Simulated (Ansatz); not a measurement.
Crystal: Pd.

```
CELL_PARAMETERS angstrom
0.00000 1.94650 1.94650
1.94650 0.00000 1.94650
1.94650 1.94650 0.00000
ATOMIC_POSITIONS crystal
Pd 0.00000 0.00000 0.00000
```

- Program: Ansatz 0.2.0
- Task: relaxation of cell and atoms
- Functional: PBE
- Potentials or basis: Ansatz PAW
- Cutoff: 420 eV (not typed: the program's choice for these potentials)
- k mesh: 12 × 12 × 12
- Occupations: fermi-dirac, width 0.05 eV
- Spin: no spin polarisation

At the start: volume 14.75 Å³/atom.

Task: Where does the relaxation end?

Result: It ends after 5 steps and the volume is 15.32 Å³/atom (+3.8 %); space group Fm-3m (No. 225, to 0.05 Å).

Step by step:
```
step  energy change (eV)  largest force (eV/Å)  volume (Å³)
   1              0.0000                0.0000        14.75
   2             -0.0070                0.0000        15.68
   3             -0.0115                0.0000        15.34
   4             -0.0115                0.0000        15.32
   5             -0.0117                0.0000        15.32
```

Final structure:
```xyz
1
Lattice="0.0000 1.9710 1.9710 1.9710 0.0000 1.9710 1.9710 1.9710 0.0000" Properties=species:S:1:pos:R:3 pbc="T T T"
Pd    0.0000    0.0000    0.0000
```

Caveat: the plane-wave basis is chosen anew once the cell has moved, so the energies of steps on either side of that aren't comparable.
